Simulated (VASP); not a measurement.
# C (P6/mmm) in VASP: a series of runs

The runs below take C through relaxation of cell and atoms, single point, with PBE.

All numbers are computed with VASP 6.6.1; they aren't measurements. Logs are shortened: lines on timing, memory, paths and dates and some standing lists are left out, and cuts for length are marked.

## Step 1: The crystal as given

It takes space group P6/mmm (No. 191, hexagonal). Conventional cell: a = 7.622 Å, b = 7.622 Å, c = 1.282 Å, α = 90.00°, β = 90.00°, γ = 120.00°. C (site symmetry 6/mmm) has 2 C at 1.28 Å as nearest neighbours. C (site symmetry -6m2) has 2 C at 1.28 Å as nearest neighbours.

The cell was built by a generator and needn't be a form met in nature.

## Step 2: Relaxation of cell and atoms, PBE

Contents of INCAR:

```
SYSTEM = C
ALGO = Normal
EDIFF = 1E-6
EDIFFG = -0.01
ENCUT = 600
GGA = PE
IBRION = 2
ISIF = 3
ISMEAR = 0
LASPH = .TRUE.
LCHARG = .FALSE.
LREAL = .FALSE.
LWAVE = .FALSE.
NELM = 80
NSW = 100
PREC = Accurate
SIGMA = 0.02
```

Contents of KPOINTS:

```
k-points
0
G
  6 6 20
  0 0 0
```

Contents of POSCAR:

```
C
1.0
    7.6220420799      0.0000000000      0.0000000000
   -3.8110210399      6.6008820699      0.0000000000
    0.0000000000      0.0000000000      1.2821875425
C
3
Direct
    0.0000000000      0.0000000000      0.0000000000
    0.3333333333      0.6666666667      0.5000000000
    0.6666666667      0.3333333333      0.5000000000
```

Potentials or basis: VASP PAW PBE potentials, release 64 (C).

The run is started by

```bash
$ cat potpaw_PBE.64/C/POTCAR > POTCAR
$ mpirun -np 1 vasp_std > vasp.out
```

OUTCAR:

```text
SYSTEM = C
   EDIFF = 1E-6
   EDIFFG = -0.01
   ENCUT = 600
   GGA = PE
   IBRION = 2
   ISIF = 3
   ISMEAR = 0
   LASPH = .TRUE.
   LREAL = .FALSE.
   NELM = 80
   NSW = 100
   PREC = Accurate

 ion  position               nearest neighbor table
   1  0.000  0.000  0.000-
   2  0.333  0.667  0.500-
   3  0.667  0.333  0.500-

  LATTYP: Found a hexagonal cell.
 ALAT       =     7.6220420799
 C/A-ratio  =     0.1682210002

  Lattice vectors:

 A1 = (   7.6220420799,   0.0000000000,   0.0000000000)
 A2 = (  -3.8110210399,   6.6008820699,   0.0000000000)
 A3 = (   0.0000000000,   0.0000000000,   1.2821875425)

Analysis of symmetry for initial positions (statically):
=====================================================================
 Subroutine PRICEL returns:
 Original cell was already a primitive cell.

 Routine SETGRP: Setting up the symmetry group for a
 hexagonal supercell.

 Subroutine GETGRP returns: Found 24 space group operations
 (whereof 24 operations were pure point group operations)
 out of a pool of 24 trial point group operations.

The static configuration has the point symmetry D_6h.

Analysis of symmetry for dynamics (positions and initial velocities):
=====================================================================
 Subroutine PRICEL returns:
 Original cell was already a primitive cell.

 Routine SETGRP: Setting up the symmetry group for a
 hexagonal supercell.

 Subroutine GETGRP returns: Found 24 space group operations
 (whereof 24 operations were pure point group operations)
 out of a pool of 24 trial point group operations.

The dynamic configuration has the point symmetry D_6h.

 Subroutine INISYM returns: Found 24 space group operations
 (whereof 24 operations are pure point group operations),
 and found     1 'primitive' translations

----------------------------------------------------------------------------------------

                                     Primitive cell

  volume of cell :      64.5097

  direct lattice vectors                    reciprocal lattice vectors
     7.622042080  0.000000000  0.000000000     0.131198436  0.075747452  0.000000000
    -3.811021040  6.600882070  0.000000000     0.000000000  0.151494905  0.000000000
     0.000000000  0.000000000  1.282187542     0.000000000  0.000000000  0.779917108

  length of vectors
     7.622042080  7.622042080  1.282187542     0.151494905  0.151494905  0.779917108

  position of ions in fractional coordinates (direct lattice)
     0.000000000  0.000000000  0.000000000
     0.333333333  0.666666667  0.500000000
     0.666666667  0.333333333  0.500000000

  ion indices of the primitive-cell ions
   primitive index   ion index
                 1           1
                 2           2
                 3           3

----------------------------------------------------------------------------------------

 KPOINTS: k-points

Automatic generation of k-mesh.
 Grid dimensions read from file:
 generate k-points for:    6    6   20

 Generating k-lattice:

  Cartesian coordinates                     Fractional coordinates (reciprocal lattice)
     0.021866406  0.012624575  0.000000000     0.166666667  0.000000000  0.000000000
     0.000000000  0.025249151  0.000000000     0.000000000  0.166666667  0.000000000
     0.000000000  0.000000000  0.038995855     0.000000000  0.000000000  0.050000000

  Length of vectors
     0.025249151  0.025249151  0.038995855

  Shift w.r.t. Gamma in fractional coordinates (k-lattice)
     0.000000000  0.000000000  0.000000000

 Subroutine IBZKPT returns following result:
 ===========================================

 Found     77 irreducible k-points:

 Following reciprocal coordinates:
            Coordinates               Weight
  0.000000  0.000000  0.000000      1.000000
  0.166667  0.000000  0.000000      6.000000
  0.333333  0.000000  0.000000      6.000000
  0.500000 -0.000000  0.000000      3.000000
  0.166667  0.166667  0.000000      6.000000
  0.333333  0.166667  0.000000     12.000000
[... 16 lines left out ...]
  0.166667  0.000000  0.150000     12.000000
  0.333333  0.000000  0.150000     12.000000
 [... further k-points ...]
   k-points           NKPTS =     77   k-points in BZ     NKDIM =     77   number of bands    NBANDS=     10
   number of dos      NEDOS =    301   number of ions     NIONS =      3
   total plane-waves  NPLWV =  40960
   dimension x,y,z NGX =    64 NGY =   64 NGZ =   10
   dimension x,y,z NGXF=   128 NGYF=  128 NGZF=   20
   ions per type =               3
   NGX,Y,Z   is equivalent  to a cutoff of  13.96, 13.96, 12.97 a.u.
   NGXF,Y,Z  is equivalent  to a cutoff of  27.92, 27.92, 25.93 a.u.
 SYSTEM =  C
   PREC   = accura    normal or accurate (medium, high low for compatibility)
   ISTART =      0    job   : 0-new  1-cont  2-samecut
   ICHARG =      2    charge: 1-file 2-atom 10-const
   ISPIN  =      1    spin polarized calculation?
   LNONCOLLINEAR =      F non collinear calculations
   LSORBIT =      F    spin-orbit coupling
   LASPH  =      T    aspherical Exc in radial PAW
   ENCUT  =  600.0 eV  44.10 Ry    6.64 a.u.  15.22 15.22  2.56*2*pi/ulx,y,z
   NELM   =     80;   NELMIN=  2; NELMDL= -5     # of ELM steps
   EDIFF  = 0.1E-05   stopping-criterion for ELM
   LREAL  =      F    real-space projection
   EDIFFG = -.1E-01   stopping-criterion for IOM
   NSW    =    100    number of steps for IOM
   IBRION =      2    ionic relax: 0-MD 1-quasi-New 2-CG
   NFREE  =      1    steps in history (QN), initial steepest desc. (CG)
   ISIF   =      3    stress and relaxation
   ISYM   =      2    0-nonsym 1-usesym 2-fastsym
   POTIM  = 0.5000    time-step for ionic-motion
   TEBEG  =    0.0;   TEEND  =   0.0 temperature during run
   PSTRESS=    0.0 pullay stress
   NELECT =      12.0000    total number of electrons
   NUPDOWN=      -1.0000    fix difference up-down
   EMIN   =  10.00;   EMAX   =-10.00  energy-range for DOS
   EFERMI =   0.00;   METHOD = LEGACY
   ISMEAR =     0;   SIGMA  =   0.02  broadening in eV -4-tet -1-fermi 0-gaus
   EFERMI_NEDOS =   21; number of points for ismear=-14 and -15
   IALGO  =     38    algorithm
   IMIX   =      4    mixing-type and parameters
     AMIX     =   0.40;   BMIX     =  1.00
     AMIX_MAG =   1.60;   BMIX_MAG =  1.00
  volume/ion in A,a.u.               =      21.50       145.11
  Fermi-wavevector in a.u.,A,eV,Ry     =   0.934531  1.766007 11.882619  0.873348
  Thomas-Fermi vector in A             =   2.061345
   LORBIT       =      0    0 simple, 1 ext, 2 COOP (PROOUT), +10 PAW based schemes
   GGA     = PE    functional components
   LHFCALC =     F    Hartree Fock is set to
   AEXX    =    0.0000 exact exchange contribution
   IVDW    =     0    specifies the selected vdW correction
   LEPSILON=     F    determine dielectric tensor
   LRPA    =     F    only Hartree local field effects (RPA)
 conjugate gradient relaxation of ions
 non-spin polarized calculation
 Gauss-broadening in eV      SIGMA  =   0.02
  energy-cutoff  :      600.00
  volume of cell :       64.51
 maximum number of plane-waves:      2213
 NGX is ok and might be reduce to    64
   NGX = 31   NGY = 31   NGZ =  5

--------------------------------------- Ionic step        1  -------------------------------------------

 number of electron      11.9999998 magnetization

 Free energy of the ion-electron system (eV)
  ---------------------------------------------------
  ext. energy  EPLUGINS =         0.00000000
  ---------------------------------------------------
  free energy    TOTEN  =       -24.62081794 eV

  energy without entropy =      -24.62028393  energy(sigma->0) =      -24.62055093

------------------------ aborting loop because EDIFF is reached ----------------------------------------

  FORCE on cell =-STRESS in cart. coord.  units (eV):
  Direction    XX          YY          ZZ          XY          YZ          ZX
  --------------------------------------------------------------------------------------
  -------------------------------------------------------------------------------------
  Total       -0.2612617     -0.2612617      0.4768124     -0.0000000      0.0000000     -0.0000000
  in kB       -6.4887563     -6.4887563     11.8422229     -0.0000000      0.0000000     -0.0000000
  external PRESSURE =      -0.3784299 kB  Pullay stress =       0.0000000 kB
[... 92 lines left out ...]
  FREE ENERGIE OF THE ION-ELECTRON SYSTEM (eV)
  ---------------------------------------------------
  free  energy   TOTEN  =       -24.6215991455 eV

  energy  without entropy=      -24.6210663457  energy(sigma->0) =      -24.62133275

 E-fermi :  -0.2151     XC(G=0):  -7.4839

 val. band max:       -0.3384291012   @ k =   0.1667   0.0000   0.2500
 cond. band min:      -0.2087455099   @ k =   0.1667   0.1667   0.2500
 fundamental gap:      0.1296835912
 Fermi energy:        -0.2150699189

 k-point     1 :       0.0000    0.0000    0.0000
  band No.  band energies     occupation
      1     -16.6731      2.00000
      2     -16.4619      2.00000
      3     -16.4618      2.00000
      4      -5.8263      2.00000
      5      -5.8263      2.00000
      6      -5.8262      2.00000
      7      -5.8262      2.00000
      8      -5.0856      2.00000
      9      -5.0856      2.00000
     10       4.0993      0.00000
[... 287 lines left out ...]
 k-point    24 :       0.3333    0.0000    0.1500
  band No.  band energies     occupation
      1     -15.4717      2.00000
      2     -15.3809      2.00000
      3     -15.3597      2.00000
      4      -4.1725      2.00000
      5      -3.9882      2.00000
      6      -3.5361      2.00000
      7      -3.5324      2.00000
      8      -3.4849      2.00000
      9      -3.2679      2.00000
     10       6.5822      0.00000

 [... further k-points ...]

[... ionic steps 4 to 10 ...]

--------------------------------------- Ionic step       11  -------------------------------------------

 number of electron      11.9999998 magnetization

------------------------ aborting loop because EDIFF is reached ----------------------------------------

  FORCE on cell =-STRESS in cart. coord.  units (eV):
  Direction    XX          YY          ZZ          XY          YZ          ZX
  --------------------------------------------------------------------------------------
  -------------------------------------------------------------------------------------
  Total       -0.0310779     -0.0310779     -1.3755133     -0.0000000     -0.0000000     -0.0000000
  in kB       -1.1388023     -1.1388023    -50.4035530     -0.0000000     -0.0000000     -0.0000000
  external PRESSURE =     -17.5603859 kB  Pullay stress =       0.0000000 kB
[... 59 lines left out ...]
  energy  without entropy=      -24.7147404890  energy(sigma->0) =      -24.71497907

--------------------------------------- Ionic step       13  -------------------------------------------

 number of electron      11.9999998 magnetization

 Free energy of the ion-electron system (eV)
  ---------------------------------------------------
  ext. energy  EPLUGINS =         0.00000000
  ---------------------------------------------------
  free energy    TOTEN  =       -24.71546077 eV

  energy without entropy =      -24.71498378  energy(sigma->0) =      -24.71522228

 E-fermi :   0.5588     XC(G=0):  -8.1404

 val. band max:        0.3703651782   @ k =   0.1667   0.0000   0.2500
 cond. band min:       0.5656085995   @ k =   0.1667   0.1667   0.2500
 fundamental gap:      0.1952434213
 Fermi energy:         0.5588137015

 k-point     1 :       0.0000    0.0000    0.0000
  band No.  band energies     occupation
      1     -16.0910      2.00000
      2     -15.7167      2.00000
      3     -15.7163      2.00000
      4      -5.2590      2.00000
      5      -5.2590      2.00000
      6      -5.2587      2.00000
      7      -5.2587      2.00000
      8      -4.1584      2.00000
      9      -4.1584      2.00000
     10       5.2566      0.00000
[... 287 lines left out ...]
 k-point    24 :       0.3333    0.0000    0.1500
  band No.  band energies     occupation
      1     -14.8322      2.00000
      2     -14.6688      2.00000
      3     -14.6299      2.00000
      4      -3.7107      2.00000
      5      -3.4418      2.00000
      6      -2.7785      2.00000
      7      -2.7716      2.00000
      8      -2.6959      2.00000
      9      -2.3744      2.00000
     10       7.8250      0.00000

 [... further k-points ...]

------------------------ aborting loop because EDIFF is reached ----------------------------------------

  FORCE on cell =-STRESS in cart. coord.  units (eV):
  Direction    XX          YY          ZZ          XY          YZ          ZX
  --------------------------------------------------------------------------------------
  -------------------------------------------------------------------------------------
  Total        0.0104062      0.0104062     -0.0093801      0.0000000      0.0000000     -0.0000000
  in kB        0.3888316      0.3888316     -0.3504923      0.0000000      0.0000000     -0.0000000
  external PRESSURE =       0.1423903 kB  Pullay stress =       0.0000000 kB
[... 18 lines left out ...]
  FREE ENERGIE OF THE ION-ELECTRON SYSTEM (eV)
  ---------------------------------------------------
  free  energy   TOTEN  =       -24.7154607705 eV

  energy  without entropy=      -24.7149837817  energy(sigma->0) =      -24.71522228

 reached required accuracy - stopping structural energy minimisation
```

It took 12 min on 1 thread of AMD EPYC 7R43 (Zen 3), shared host; peak memory 0.17 GiB.

Results:

```
Free energy                            : -24.7155 eV
Relaxed volume                         : 14.29 Å³/atom
Relaxed cell                           : a = 6.212 Å, b = 6.212 Å, c = 1.283 Å, α = 90.00°, β = 90.00°, γ = 120.00°
Space group after relaxing (to 0.05 Å) : P6/mmm (No. 191)
Energy gained by relaxing              : 31.5 meV/atom
Ionic steps                            : 13
Pressure after relaxing                : 0.0 GPa
Band gap on the k mesh                 : none (metal or under the smearing width)
```

The path:
| step | energy change (eV) | largest force (eV/Å) | pressure (GPa) | volume (Å³) |
| --- | --- | --- | --- | --- |
| 1 | 0.0000 | 0.0000 | -0.04 | 64.51 |
| 2 | 0.0050 | 0.0000 | -2.37 | 64.46 |
| 3 | -0.0008 | 0.0000 | -0.68 | 64.50 |
| 4 | -0.0039 | 0.0000 | -0.73 | 63.75 |
| 5 | -0.0136 | 0.0000 | -0.86 | 61.55 |
| 6 | -0.0346 | 0.0000 | -1.12 | 57.25 |
| 7 | -0.0761 | 0.0000 | -1.60 | 49.12 |
| 8 | 0.0122 | 0.0000 | -0.19 | 34.71 |
| 9 | -0.0858 | 0.0000 | -1.71 | 46.67 |
| 10 | -0.0902 | 0.0000 | -1.72 | 41.86 |
| 11 | -0.0918 | 0.0000 | -1.76 | 43.72 |
| 12 | -0.0944 | 0.0000 | -0.54 | 43.13 |
| 13 | -0.0946 | 0.0000 | 0.01 | 42.88 |

Final structure:
```
C
1.0
     6.21201    0.00000    0.00000
    -3.10601    5.37976    0.00000
     0.00000    0.00000    1.28305
C
3
Cartesian
  0.0000 0.0000 0.0000
  0.0000 3.5865 0.6415
  3.1060 1.7933 0.6415
```

Caveat: the volume moved by over 15 % at a fixed basis, so the end points are rough.

## Step 3: Single point, PBE

This run uses another cell than the first one, of 12.67 Å³/atom, 0.589 times its volume.

Contents of INCAR:

```
SYSTEM = C
  PREC = Accurate
  ENCUT = 520
  EDIFF = 1E-6
  ISMEAR = 0
  SIGMA = 0.1
  LREAL = .False.
  LASPH = .True.
  NELM = 60
  ALGO = Fast
  ISIF = 2
  LWAVE = .False.
  LCHARG = .False.
  GGA = PE
  NBANDS = 13
```

Contents of KPOINTS:

```
regular mesh
0
Gamma
  6 6 8
  0 0 0
```

Contents of POSCAR:

```
C
1.0
    4.1527998194      0.0000000000      0.0000000000
   -2.0763999097      3.5964301404      0.0000000000
    0.0000000000      0.0000000000      2.5458468458
C
3
Direct
    0.0000000000      0.0000000000      0.0000000000
    0.3333333333      0.6666666667      0.5000000000
    0.6666666667      0.3333333333      0.5000000000
```

Potentials or basis: VASP PAW PBE potentials, release 64 (C).

The run is started by

```bash
$ cat potpaw_PBE.64/C/POTCAR > POTCAR
$ mpirun -np 1 vasp_std > vasp.out
```

OUTCAR:

```text
SYSTEM = C
   PREC = Accurate
   ENCUT = 520
   EDIFF = 1E-6
   ISMEAR = 0
   LREAL = .False.
   LASPH = .True.
   NELM = 60
   ISIF = 2
   GGA = PE

 ion  position               nearest neighbor table
   1  0.000  0.000  0.000-
   2  0.333  0.667  0.500-
   3  0.667  0.333  0.500-

  LATTYP: Found a hexagonal cell.
 ALAT       =     4.1527998194
 C/A-ratio  =     0.6130434783

[... 575 lines left out ...]

 [... further k-points ...]

------------------------ aborting loop because EDIFF is reached ----------------------------------------

  FORCE on cell =-STRESS in cart. coord.  units (eV):
  Direction    XX          YY          ZZ          XY          YZ          ZX
  --------------------------------------------------------------------------------------
  -------------------------------------------------------------------------------------
  Total       -7.3550483     -7.3550483     -7.5590543      0.0000000      0.0000000      0.0000000
  in kB     -309.9211477   -309.9211477   -318.5173910      0.0000000      0.0000000      0.0000000
  external PRESSURE =    -312.7865622 kB  Pullay stress =       0.0000000 kB

 VOLUME and BASIS-vectors are now :
 -----------------------------------------------------------------------------
  energy-cutoff  :      520.00
  volume of cell :       38.02
      direct lattice vectors                 reciprocal lattice vectors
     4.152799819  0.000000000  0.000000000     0.240801397  0.139026752  0.000000000
    -2.076399910  3.596430140  0.000000000     0.000000000  0.278053503  0.000000000
     0.000000000  0.000000000  2.545846846     0.000000000  0.000000000  0.392796606

 POSITION                                       TOTAL-FORCE (eV/Angst)
 -----------------------------------------------------------------------------------
      0.00000      0.00000      0.00000        -0.000000      0.000000      0.000000
     -0.00000      2.39762      1.27292         0.000000      0.000000      0.000000
      2.07640      1.19881      1.27292        -0.000000      0.000000      0.000000
 -----------------------------------------------------------------------------------
    total drift:                               -0.000000      0.000000      0.000000

  FREE ENERGIE OF THE ION-ELECTRON SYSTEM (eV)
  ---------------------------------------------------
  free  energy   TOTEN  =       -11.8664871976 eV

  energy  without entropy=      -11.8542604261  energy(sigma->0) =      -11.86037381
```

OSZICAR:

```text
N       E                     dE             d eps       ncg     rms          rms(c)
DAV:   1     0.162770510106E+02    0.16277E+02   -0.55851E+03   910   0.826E+02
DAV:   2    -0.106735479794E+02   -0.26951E+02   -0.24724E+02  1223   0.119E+02
DAV:   3    -0.119507996567E+02   -0.12773E+01   -0.12513E+01   980   0.229E+01
DAV:   4    -0.119602488447E+02   -0.94492E-02   -0.94427E-02  1180   0.229E+00
DAV:   5    -0.119603152012E+02   -0.66357E-04   -0.66356E-04  1060   0.182E-01    0.181E+00
RMM:   6    -0.119109103335E+02    0.49405E-01   -0.10765E-01   921   0.165E+00    0.136E+00
RMM:   7    -0.118741289945E+02    0.36781E-01   -0.32437E-02   924   0.107E+00    0.615E-01
RMM:   8    -0.118660754015E+02    0.80536E-02   -0.45535E-02   947   0.130E+00    0.114E-01
RMM:   9    -0.118663919798E+02   -0.31658E-03   -0.26999E-03   971   0.435E-01    0.672E-02
RMM:  10    -0.118664841557E+02   -0.92176E-04   -0.29921E-04   988   0.151E-01    0.172E-02
RMM:  11    -0.118664890275E+02   -0.48717E-05   -0.63310E-05   991   0.567E-02    0.998E-03
RMM:  12    -0.118664873488E+02    0.16786E-05   -0.57623E-06   913   0.196E-02    0.267E-03
RMM:  13    -0.118664871976E+02    0.15121E-06   -0.79307E-07   682   0.729E-03
   1 F= -.11866487E+02 E0= -.11860374E+02  d E =-.122268E-01
```

stdout:

```text
POSCAR found type information on POSCAR C
 POSCAR found :  1 types and       3 ions
 scaLAPACK will be used
 LDA part: xc-table for (Slater+PW92), standard interpolation
 POSCAR, INCAR and KPOINTS ok, starting setup
 FFT: planning ... GRIDC
 FFT: planning ... GRID_SOFT
 FFT: planning ... GRID
 WAVECAR not read
 entering main loop
```

Wall time 35 s (1 thread of AMD EPYC 7R43 (Zen 3), shared host); peak memory 0.11 GiB.

Results:

- Free energy: -11.8665 eV
- Pressure: -31.3 GPa
- Band gap on the k mesh: none (metal or under the smearing width)

Caveat: a pressure of tens of GPa on the cell as given is suspect, and the run, the potentials or the cell itself is likely at fault.
